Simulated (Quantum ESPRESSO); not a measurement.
CuO:

```
CELL_PARAMETERS angstrom
3.17550 0.00000 0.00000
0.00000 3.17550 0.00000
0.00000 0.00000 4.64953
ATOMIC_POSITIONS crystal
Cu 0.99804 0.00095 0.99545
Cu 0.49965 0.50733 0.00178
O 0.50550 0.99608 0.26765
O 0.99782 0.50034 0.72497
```

The cell was built by a generator and needn't be a form met in nature.

The cell isn't the ideal one: atoms moved at random, drawn with an rms of 0.05 Å.

A run of Quantum ESPRESSO 7.5 on this cell left the log below. Logs are shortened: lines on timing, memory, paths and dates and some standing lists are left out, and cuts for length are marked.

```text
This program is part of the open-source Quantum ESPRESSO suite
     for quantum simulation of materials; please cite
         "P. Giannozzi et al., J. Phys.:Condens. Matter 21 395502 (2009);
         "P. Giannozzi et al., J. Phys.:Condens. Matter 29 465901 (2017);
         "P. Giannozzi et al., J. Chem. Phys. 152 154105 (2020);
     in publications or presentations arising from this work. More details at

     file Cu.paw.z_11.ld1.psl.v1.0.0-low.upf: wavefunction(s)  4S 3D renormalized
     file O.pbe-n-kjpaw_psl.0.1.UPF: wavefunction(s)  2P renormalized

     G-vector sticks info
     --------------------
     sticks:   dense  smooth     PW     G-vecs:    dense   smooth      PW
     Sum        1265     633    193                49339    17385    2983

     Using Slab Decomposition

     bravais-lattice index     =            0
     lattice parameter (alat)  =       6.0008  a.u.
     unit-cell volume          =     316.3944 (a.u.)^3
     number of atoms/cell      =            4
     number of atomic types    =            2
     number of electrons       =        34.00
     number of Kohn-Sham states=           25
     kinetic-energy cutoff     =      55.0000  Ry
     charge density cutoff     =     440.0000  Ry
     scf convergence threshold =      8.0E-10
     mixing beta               =       0.5000
     number of iterations used =            8  plain     mixing
     Exchange-correlation= SLA  PW   PBX  PBC
                           (   1   4   3   4   0   0   0)

     celldm(1)=   6.000817  celldm(2)=   0.000000  celldm(3)=   0.000000
     celldm(4)=   0.000000  celldm(5)=   0.000000  celldm(6)=   0.000000

     crystal axes: (cart. coord. in units of alat)
               a(1) = (   1.000000   0.000000   0.000000 )
               a(2) = (   0.000000   1.000000   0.000000 )
               a(3) = (   0.000000   0.000000   1.464191 )

     reciprocal axes: (cart. coord. in units 2 pi/alat)
               b(1) = (  1.000000  0.000000  0.000000 )
               b(2) = (  0.000000  1.000000  0.000000 )
               b(3) = (  0.000000  0.000000  0.682971 )

     PseudoPot. # 1 for Cu read from file:
     Cu.paw.z_11.ld1.psl.v1.0.0-low.upf
     Pseudo is Projector augmented-wave + core cor, Zval = 11.0
     Generated using &quot;atomic&quot; code by A. Dal Corso  v.6.3MaX
     Shape of augmentation charge: PSQ
     Using radial grid of 1199 points,  6 beta functions with:
                l(1) =   0
                l(2) =   0
                l(3) =   1
                l(4) =   1
                l(5) =   2
                l(6) =   2
     Q(r) pseudized with 0 coefficients

     PseudoPot. # 2 for O  read from file:
     O.pbe-n-kjpaw_psl.0.1.UPF
     Pseudo is Projector augmented-wave + core cor, Zval =  6.0
     Generated using "atomic" code by A. Dal Corso  v.5.0.99 svn rev. 10869
     Shape of augmentation charge: BESSEL
     Using radial grid of 1095 points,  4 beta functions with:
                l(1) =   0
                l(2) =   0
                l(3) =   1
                l(4) =   1
     Q(r) pseudized with 0 coefficients

     atomic species   valence    mass     pseudopotential
     Cu               11.00    63.54600     Cu( 1.00)
     O                 6.00    15.99900     O ( 1.00)

     No symmetry found

   Cartesian axes

     site n.     atom                  positions (alat units)
         1        Cu     tau(   1) = (  -0.0019590   0.0009470  -0.0066665  )
         2        Cu     tau(   2) = (   0.4996480   0.5073270   0.0026136  )
         3        O      tau(   3) = (   0.5054960  -0.0039170   0.3918907  )
         4        O      tau(   4) = (  -0.0021780   0.5003410   1.0614960  )

     number of k points=   196  Fermi-Dirac smearing, width (Ry)=  0.0037

     Number of k-points >= 100: set verbosity='high' to print them.

     Dense  grid:    49339 G-vectors     FFT dimensions: (  45,  45,  60)

     Smooth grid:    17385 G-vectors     FFT dimensions: (  30,  30,  45)

     Initial potential from superposition of free atoms

     starting charge      33.9995, renormalised to      34.0000
     Starting wfcs are   26 randomized atomic wfcs

     Self-consistent Calculation

     iteration #  1     ecut=    55.00 Ry     beta= 0.50
     Davidson diagonalization with overlap
     ethr =  1.00E-02,  avg # of iterations =  5.3

     total energy              =    -508.21489529 Ry
     estimated scf accuracy    <       1.60068803 Ry

     iteration #  2     ecut=    55.00 Ry     beta= 0.50
     Davidson diagonalization with overlap
     ethr =  4.71E-03,  avg # of iterations =  2.0
[... 64 lines left out ...]
     total energy              =    -509.13955973 Ry
     estimated scf accuracy    <          8.2E-09 Ry

     iteration # 12     ecut=    55.00 Ry     beta= 0.50
     Davidson diagonalization with overlap
     ethr =  2.42E-11,  avg # of iterations =  3.4

     End of self-consistent calculation

     Number of k-points >= 100: set verbosity='high' to print the bands.

     the Fermi energy is     6.6410 ev

!    total energy              =    -509.13955973 Ry
     total all-electron energy =     -6920.592877 Ry
     estimated scf accuracy    <          3.3E-10 Ry
     smearing contrib. (-TS)   =      -0.00428099 Ry
     internal energy E=F+TS    =    -509.13527874 Ry

     The total energy is F=E-TS. E is the sum of the following terms:
     one-electron contribution =    -150.64337297 Ry
     hartree contribution      =     112.52117295 Ry
     xc contribution           =    -103.94080486 Ry
     ewald contribution        =    -168.28542719 Ry
     one-center paw contrib.   =    -198.78684668 Ry

     convergence has been achieved in  12 iterations

     Forces acting on atoms (cartesian axes, Ry/au):

     atom    1 type  1   force =     0.00409370    0.00761699   -0.00987256
     atom    2 type  1   force =    -0.00201376   -0.01303378    0.00316162
     atom    3 type  2   force =    -0.00239887    0.00436164   -0.03926180
     atom    4 type  2   force =     0.00031894    0.00105516    0.04597274

     Total force =     0.063539     Total SCF correction =     0.000044

     Computing stress (Cartesian axis) and pressure

          total   stress  (Ry/bohr**3)                   (kbar)     P=      151.96
   0.00191275   0.00000199  -0.00001754          281.37        0.29       -2.58
   0.00000199   0.00189397   0.00002254            0.29      278.61        3.32
  -0.00001754   0.00002254  -0.00070766           -2.58        3.32     -104.10

=------------------------------------------------------------------------------=
   JOB DONE.
=------------------------------------------------------------------------------=
```

What input gives this log?

Single point with PBE, no spin polarisation. The files as run (others can give the same):

pw.in
```
&CONTROL
  calculation = 'scf'
  prefix = 'pwscf'
  outdir = './tmp'
  pseudo_dir = './pseudo'
  tprnfor = .true.
  tstress = .true.
  disk_io = 'nowf'
/
&SYSTEM
  ibrav = 0
  nat = 4
  ntyp = 2
  ecutwfc = 55
  ecutrho = 440
  nbnd = 25
  occupations = 'smearing'
  smearing = 'fd'
  degauss = 0.00367493
/
&ELECTRONS
  conv_thr = 8d-10
  electron_maxstep = 120
  mixing_beta = 0.5
/
ATOMIC_SPECIES
Cu    63.5460 Cu.paw.z_11.ld1.psl.v1.0.0-low.upf
O     15.9990 O.pbe-n-kjpaw_psl.0.1.UPF
CELL_PARAMETERS angstrom
   3.1754955000    0.0000000000    0.0000000000
   0.0000000000    3.1754955000    0.0000000000
   0.0000000000    0.0000000000    4.6495318700
ATOMIC_POSITIONS crystal
Cu    -0.0019590000    0.0009470000   -0.0045530000
Cu     0.4996480000    0.5073270000    0.0017850000
O      0.5054960000   -0.0039170000    0.2676500000
O     -0.0021780000    0.5003410000    0.7249710000
K_POINTS automatic
8 8 6 0 0 0
```

Potentials or basis: SSSP 1.3 efficiency PBE.
The run is started by
```console
$ OMP_NUM_THREADS=1 pw.x -in pw.in > pw.out
```

Caveat: the run has no spin polarisation, though such a crystal can be magnetic.
